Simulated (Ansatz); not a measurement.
Input, command and steps of an Ansatz relaxation.

```yaml
crystal:
  lattice:
    - [6.7754602306, 0.0, -4.7878627362]
    - [-6.7754602306, 0.0, -4.7878627362]
    - [0.0, 6.7754602306, 4.7878627362]
  atoms:
    - { symbol: In, position: [0.25, 0.75, 0.0] }
    - { symbol: In, position: [0.5, 0.5, 0.0] }
    - { symbol: In, position: [0.75, 0.25, 0.0] }
    - { symbol: In, position: [0.0, 0.75, 0.25] }
    - { symbol: In, position: [0.25, 0.5, 0.25] }
    - { symbol: In, position: [0.75, 0.75, 0.5] }
    - { symbol: In, position: [0.0, 0.0, 0.0] }
    - { symbol: In, position: [0.5, 0.25, 0.25] }
    - { symbol: In, position: [0.75, 0.0, 0.25] }
    - { symbol: In, position: [0.0, 0.5, 0.5] }
    - { symbol: In, position: [0.5, 0.75, 0.75] }
    - { symbol: In, position: [0.25, 0.25, 0.5] }
    - { symbol: In, position: [0.75, 0.5, 0.75] }
    - { symbol: In, position: [0.5, 0.0, 0.5] }
    - { symbol: In, position: [0.0, 0.25, 0.75] }
    - { symbol: In, position: [0.25, 0.0, 0.75] }
    - { symbol: H, position: [0.7700689552, 0.7506147643, 0.9981876496] }
basis:
  ecutwfc: 420
  xc_grid: 2
kpoints:
  mp_grid: { grid: [4, 4, 4], shift: [0.5, 0.5, 0.5] }
hamiltonian:
  xc: pbe
scf:
  occupations: { method: gaussian, width: 0.1 }
output:
  forces: true
  stress: false
  eigenvalues: true
  write_density: true
  write_potential: true
  elf: true
  volumetric_format: npy
relax:
  adjacent_minimum: "off"
  f_tol: 0.02
  max_steps: 60
```

```bash
ansatz run input.yaml --threads 4 --pin off --max-ram 8192MiB --backend cpu --events-out ev --progress --plain --runs-dir out
```

Level of theory: Ansatz, DFT PBE, scalar-relativistic, plane waves, PAW.

The cell holds a point defect: H interstitial, neutral.

Of 15 frames 10 are shown, positions in Å and forces in eV/Å; the SCF threshold varies from step to step. The mark taken_back stands on steps that the optimiser undid.

```xyz
17
Lattice="6.7755 0.0000 -4.7879 -6.7755 0.0000 -4.7879 0.0000 6.7755 4.7879" Properties=species:S:1:pos:R:3:forces:R:3 pbc="T T T" step=1 free_energy_over_end_meV_per_atom=10.08
In   -3.3877    0.0000   -4.7879   -0.0177   -0.0010    0.0113
In    0.0000    0.0000   -4.7879   -0.0144    0.0014    0.0624
In    3.3877    0.0000   -4.7879    0.0028   -0.0010   -0.0147
In   -5.0816    1.6939   -2.3939    0.0533    0.0713    0.0135
In   -1.6939    1.6939   -2.3939   -0.0034    0.0008   -0.0007
In    0.0000    3.3877   -4.7879    0.0110    0.0119    0.0002
In    0.0000    0.0000    0.0000   -0.0170    0.0016   -0.0949
In    1.6939    1.6939   -2.3939   -0.0019   -0.0025    0.0022
In    5.0816    1.6939   -2.3939   -0.0510    0.0380    0.0118
In   -3.3877    3.3877    0.0000   -0.0012    0.0021    0.0039
In   -1.6939    5.0816   -2.3939   -0.0534   -0.0376    0.0119
In    0.0000    3.3877    0.0000    0.0110   -0.0104   -0.0024
In    1.6939    5.0816   -2.3939    0.0580   -0.0732    0.0138
In    3.3877    3.3877    0.0000   -0.0008   -0.0019    0.0034
In   -1.6939    5.0816    2.3939   -0.0033   -0.0005   -0.0004
In    1.6939    5.0816    2.3939   -0.0023    0.0032    0.0024
H     0.1318    6.7632   -2.5016    0.0305   -0.0022   -0.0237
17
Lattice="6.7755 0.0000 -4.7879 -6.7755 0.0000 -4.7879 0.0000 6.7755 4.7879" Properties=species:S:1:pos:R:3:forces:R:3 pbc="T T T" step=3 free_energy_over_end_meV_per_atom=9.61
In   -3.4119   -0.0007   -4.7717   -0.0131   -0.0005    0.0085
In   -0.0139    0.0013   -4.7833   -0.0037    0.0003    0.0187
In    3.3867   -0.0007   -4.8007    0.0003   -0.0005   -0.0087
In   -5.0682    1.7246   -2.3809   -0.0188   -0.0165    0.0017
In   -1.6968    1.7004   -2.3994   -0.0008    0.0032   -0.0038
In    0.0080    3.4013   -4.7843    0.0059    0.0081    0.0013
In   -0.0163    0.0015   -0.0361   -0.0020    0.0002    0.0294
In    1.6936    1.6865   -2.3974    0.0010   -0.0041   -0.0023
In    5.0716    1.6913   -2.3825   -0.0140    0.0107    0.0030
In   -3.3825    3.3887    0.0068    0.0036    0.0008    0.0027
In   -1.7065    5.0843   -2.3824   -0.0115   -0.0077    0.0028
In    0.0080    3.3767    0.0008    0.0059   -0.0069   -0.0004
In    1.7111    5.0497   -2.3807   -0.0210    0.0191    0.0017
In    3.3932    3.3858    0.0070    0.0038   -0.0014    0.0029
In   -1.6954    5.0754    2.3886    0.0000   -0.0032   -0.0038
In    1.6924    5.0892    2.3907    0.0004    0.0040   -0.0021
H     0.1587    6.7608   -2.5234    0.0640   -0.0055   -0.0515
17
Lattice="6.7755 0.0000 -4.7879 -6.7755 0.0000 -4.7879 0.0000 6.7755 4.7879" Properties=species:S:1:pos:R:3:forces:R:3 pbc="T T T" step=4 free_energy_over_end_meV_per_atom=8.37
In   -3.4922   -0.0033   -4.7184    0.0204    0.0019   -0.0122
In   -0.0543    0.0051   -4.7878   -0.0008    0.0003    0.0403
In    3.3818   -0.0035   -4.8465   -0.0050    0.0012    0.0120
In   -5.0820    1.7626   -2.3421   -0.0485   -0.0497   -0.0010
In   -1.7070    1.7218   -2.4179    0.0081   -0.0022   -0.0031
In    0.0356    3.4491   -4.7714   -0.0104   -0.0084    0.0023
In   -0.0656    0.0061   -0.0630    0.0010   -0.0005    0.0797
In    1.6935    1.6619   -2.4083    0.0065    0.0014   -0.0056
In    5.0569    1.6694   -2.3494   -0.0267    0.0264    0.0007
In   -3.3658    3.3925    0.0282    0.0048   -0.0018   -0.0079
In   -1.7246    5.1108   -2.3490   -0.0210   -0.0209    0.0001
In    0.0358    3.3369    0.0041   -0.0098    0.0074    0.0043
In    1.7062    5.0107   -2.3409   -0.0545    0.0550   -0.0013
In    3.4110    3.3788    0.0299    0.0047    0.0011   -0.0077
In   -1.7010    5.0550    2.3704    0.0079    0.0005   -0.0037
In    1.6886    5.1135    2.3809    0.0068   -0.0033   -0.0052
H     0.3151    6.7486   -2.6475    0.1166   -0.0085   -0.0920
17
Lattice="6.7755 0.0000 -4.7879 -6.7755 0.0000 -4.7879 0.0000 6.7755 4.7879" Properties=species:S:1:pos:R:3:forces:R:3 pbc="T T T" step=6 free_energy_over_end_meV_per_atom=5.50
In   -3.5066   -0.0022   -4.7070    0.0375    0.0015   -0.0248
In   -0.0937    0.0086   -4.7717    0.0320   -0.0013    0.0535
In    3.3561   -0.0026   -4.8477   -0.0168    0.0016    0.0042
In   -5.1091    1.7806   -2.3084   -0.0124    0.0047    0.0110
In   -1.7250    1.7298   -2.4175   -0.0058   -0.0030   -0.0024
In    0.0247    3.4667   -4.7507   -0.0099    0.0050    0.0113
In   -0.1168    0.0106   -0.0707   -0.0224   -0.0010   -0.0082
In    1.6827    1.6513   -2.4018    0.0006   -0.0055    0.0074
In    5.0294    1.6623   -2.3186   -0.0219    0.0524   -0.0241
In   -3.3731    3.3976    0.0413   -0.0028    0.0093    0.0002
In   -1.7471    5.1252   -2.3215   -0.0221   -0.0527   -0.0224
In    0.0248    3.3228    0.0235   -0.0099   -0.0044    0.0131
In    1.6873    4.9854   -2.3017   -0.0078   -0.0149    0.0135
In    3.4050    3.3743    0.0474   -0.0028   -0.0064    0.0012
In   -1.7169    5.0481    2.3701   -0.0073    0.0021   -0.0039
In    1.6784    5.1218    2.3894    0.0029    0.0040    0.0089
H     0.6314    6.7357   -2.8833    0.0691    0.0087   -0.0386
17
Lattice="6.7755 0.0000 -4.7879 -6.7755 0.0000 -4.7879 0.0000 6.7755 4.7879" Properties=species:S:1:pos:R:3:forces:R:3 pbc="T T T" step=7 free_energy_over_end_meV_per_atom=4.19
In   -3.4761   -0.0009   -4.7270    0.0330   -0.0001   -0.0236
In   -0.0863    0.0070   -4.7585    0.0282   -0.0030    0.0226
In    3.3302   -0.0019   -4.8367   -0.0193    0.0012    0.0046
In   -5.1165    1.7961   -2.2934   -0.0055    0.0192    0.0166
In   -1.7432    1.7237   -2.4122   -0.0097   -0.0048   -0.0018
In    0.0045    3.4663   -4.7362   -0.0111    0.0053    0.0119
In   -0.1420    0.0075   -0.0761   -0.0270   -0.0015   -0.0098
In    1.6724    1.6461   -2.3844   -0.0004   -0.0046    0.0114
In    5.0233    1.6745   -2.3260   -0.0033    0.0279   -0.0226
In   -3.3887    3.4068    0.0481   -0.0045    0.0096    0.0025
In   -1.7514    5.1108   -2.3293   -0.0023   -0.0284   -0.0196
In    0.0049    3.3194    0.0416   -0.0118   -0.0054    0.0142
In    1.6772    4.9674   -2.2872   -0.0071   -0.0213    0.0172
In    3.3891    3.3658    0.0551   -0.0057   -0.0087    0.0030
In   -1.7368    5.0523    2.3740   -0.0106    0.0050   -0.0026
In    1.6701    5.1242    2.4072    0.0009    0.0044    0.0104
H     0.8012    6.7509   -2.9878    0.0563    0.0053   -0.0342
17
Lattice="6.7755 0.0000 -4.7879 -6.7755 0.0000 -4.7879 0.0000 6.7755 4.7879" Properties=species:S:1:pos:R:3:forces:R:3 pbc="T T T" step=9 free_energy_over_end_meV_per_atom=1.85
In   -3.3965    0.0001   -4.7819   -0.0054   -0.0012    0.0024
In   -0.0513    0.0012   -4.7503    0.0076   -0.0016   -0.0077
In    3.2693    0.0001   -4.8067   -0.0015   -0.0017    0.0082
In   -5.1350    1.8263   -2.2617   -0.0126   -0.0139   -0.0010
In   -1.7868    1.7048   -2.4004   -0.0050   -0.0023    0.0037
In   -0.0445    3.4621   -4.7034   -0.0084   -0.0076   -0.0001
In   -0.1918   -0.0005   -0.0711    0.0095    0.0004    0.0300
In    1.6504    1.6374   -2.3372   -0.0069    0.0025    0.0065
In    5.0320    1.6948   -2.3569    0.0079   -0.0029   -0.0063
In   -3.4257    3.4321    0.0644   -0.0047   -0.0007    0.0072
In   -1.7391    5.0853   -2.3582    0.0073    0.0024   -0.0040
In   -0.0446    3.3146    0.0838   -0.0079    0.0045   -0.0007
In    1.6466    4.9395   -2.2599   -0.0157    0.0241   -0.0055
In    3.3502    3.3427    0.0713   -0.0052   -0.0008    0.0032
In   -1.7851    5.0698    2.3843   -0.0063    0.0036    0.0065
In    1.6522    5.1308    2.4524   -0.0082    0.0018    0.0032
H     1.1315    6.7750   -3.1971    0.0560   -0.0067   -0.0458
17
Lattice="6.7755 0.0000 -4.7879 -6.7755 0.0000 -4.7879 0.0000 6.7755 4.7879" Properties=species:S:1:pos:R:3:forces:R:3 pbc="T T T" step=10 free_energy_over_end_meV_per_atom=0.98
In   -3.3771   -0.0002   -4.7960   -0.0100   -0.0006    0.0062
In   -0.0373   -0.0015   -4.7558   -0.0070   -0.0003   -0.0032
In    3.2516   -0.0007   -4.7877    0.0067    0.0001    0.0092
In   -5.1475    1.8247   -2.2551   -0.0051   -0.0053    0.0000
In   -1.8053    1.6966   -2.3898   -0.0020    0.0021    0.0039
In   -0.0683    3.4512   -4.6946   -0.0027   -0.0077   -0.0037
In   -0.1989   -0.0023   -0.0530    0.0048    0.0000    0.0162
In    1.6343    1.6391   -2.3160   -0.0041    0.0029   -0.0018
In    5.0408    1.6965   -2.3691   -0.0022   -0.0054    0.0048
In   -3.4444    3.4378    0.0773   -0.0035   -0.0037    0.0020
In   -1.7310    5.0802   -2.3686   -0.0040    0.0037    0.0054
In   -0.0675    3.3202    0.0947   -0.0035    0.0095   -0.0043
In    1.6299    4.9461   -2.2563   -0.0083    0.0120   -0.0026
In    3.3306    3.3369    0.0795   -0.0028    0.0028    0.0029
In   -1.8065    5.0787    2.3971    0.0002   -0.0021    0.0046
In    1.6359    5.1333    2.4704   -0.0049   -0.0028   -0.0004
H     1.2925    6.7794   -3.3059    0.0486   -0.0053   -0.0393
17
Lattice="6.7755 0.0000 -4.7879 -6.7755 0.0000 -4.7879 0.0000 6.7755 4.7879" Properties=species:S:1:pos:R:3:forces:R:3 pbc="T T T" step=12 free_energy_over_end_meV_per_atom=0.76 taken_back
In   -3.4033    0.0029   -4.7748    0.1534   -0.0058   -0.1138
In   -0.0202   -0.0013   -4.7578   -0.0805   -0.0023   -0.0085
In    3.2316   -0.0013   -4.7564    0.0565    0.0027    0.0074
In   -5.1772    1.7824   -2.2633    0.0167    0.1219    0.0720
In   -1.8301    1.6917   -2.3645   -0.0067   -0.0034    0.0053
In   -0.1029    3.4371   -4.6805    0.0259   -0.0196   -0.0316
In   -0.1847    0.0015   -0.0043   -0.1010   -0.0092   -0.0618
In    1.5973    1.6368   -2.2986    0.0139    0.0355    0.0059
In    5.0499    1.7041   -2.3809   -0.0377   -0.0436    0.0531
In   -3.4744    3.4355    0.1101   -0.0203   -0.0019   -0.0397
In   -1.7259    5.0680   -2.3813   -0.0409    0.0360    0.0536
In   -0.1006    3.3323    0.1084    0.0227    0.0317   -0.0350
In    1.6033    4.9890   -2.2615   -0.0056   -0.1058    0.0626
In    3.2981    3.3397    0.0963   -0.0102   -0.0024   -0.0031
In   -1.8356    5.0763    2.4223    0.0118    0.0179    0.0114
In    1.5946    5.1423    2.4883    0.0207   -0.0472    0.0133
H     1.6120    6.7788   -3.5303   -0.0186   -0.0045    0.0090
17
Lattice="6.7755 0.0000 -4.7879 -6.7755 0.0000 -4.7879 0.0000 6.7755 4.7879" Properties=species:S:1:pos:R:3:forces:R:3 pbc="T T T" step=13 free_energy_over_end_meV_per_atom=0.09
In   -3.3736   -0.0008   -4.7995   -0.0227    0.0008    0.0168
In   -0.0445   -0.0017   -4.7598    0.0129    0.0009    0.0023
In    3.2462   -0.0002   -4.7610   -0.0068   -0.0013   -0.0032
In   -5.1640    1.8174   -2.2485   -0.0083   -0.0196   -0.0075
In   -1.8264    1.6971   -2.3729    0.0011   -0.0002    0.0008
In   -0.0893    3.4377   -4.6895   -0.0035    0.0033    0.0045
In   -0.2062   -0.0024   -0.0277    0.0109    0.0023    0.0132
In    1.6114    1.6416   -2.3042   -0.0043   -0.0043    0.0004
In    5.0384    1.6912   -2.3644    0.0059    0.0077   -0.0082
In   -3.4675    3.4360    0.0937    0.0017   -0.0001    0.0067
In   -1.7379    5.0809   -2.3636    0.0067   -0.0058   -0.0087
In   -0.0896    3.3360    0.0994   -0.0019   -0.0060    0.0036
In    1.6091    4.9580   -2.2502   -0.0038    0.0173   -0.0056
In    3.3083    3.3382    0.0951    0.0001    0.0011    0.0001
In   -1.8255    5.0773    2.4147   -0.0031   -0.0020    0.0006
In    1.6115    5.1318    2.4844   -0.0047    0.0068   -0.0015
H     1.5314    6.7779   -3.4747    0.0198   -0.0007   -0.0145
17
Lattice="6.7755 0.0000 -4.7879 -6.7755 0.0000 -4.7879 0.0000 6.7755 4.7879" Properties=species:S:1:pos:R:3:forces:R:3 pbc="T T T" step=15 free_energy_over_end_meV_per_atom=0.00
In   -3.3693   -0.0007   -4.8024    0.0022    0.0000   -0.0015
In   -0.0414   -0.0009   -4.7560    0.0005    0.0001    0.0014
In    3.2435   -0.0007   -4.7556    0.0005   -0.0001   -0.0003
In   -5.1737    1.8066   -2.2489   -0.0002   -0.0023   -0.0014
In   -1.8339    1.6968   -2.3668    0.0000    0.0001    0.0004
In   -0.0954    3.4359   -4.6869    0.0003   -0.0002   -0.0004
In   -0.2056   -0.0009   -0.0161    0.0023    0.0001    0.0013
In    1.6023    1.6415   -2.2988   -0.0006   -0.0002    0.0000
In    5.0380    1.6956   -2.3658   -0.0006    0.0012   -0.0002
In   -3.4756    3.4355    0.1005   -0.0002   -0.0002    0.0006
In   -1.7377    5.0780   -2.3657   -0.0004   -0.0009   -0.0003
In   -0.0954    3.3380    0.1011    0.0004    0.0000   -0.0004
In    1.6013    4.9676   -2.2490    0.0002    0.0023   -0.0015
In    3.3000    3.3385    0.1004   -0.0003    0.0003    0.0002
In   -1.8338    5.0772    2.4211   -0.0004   -0.0003    0.0003
In    1.6022    5.1326    2.4892   -0.0006    0.0003   -0.0001
H     1.6063    6.7755   -3.5292   -0.0030   -0.0003    0.0019
```

The run took 19 min on 4 threads of Arm Neoverse V1, with other jobs on the host, peak memory 2.4 GiB.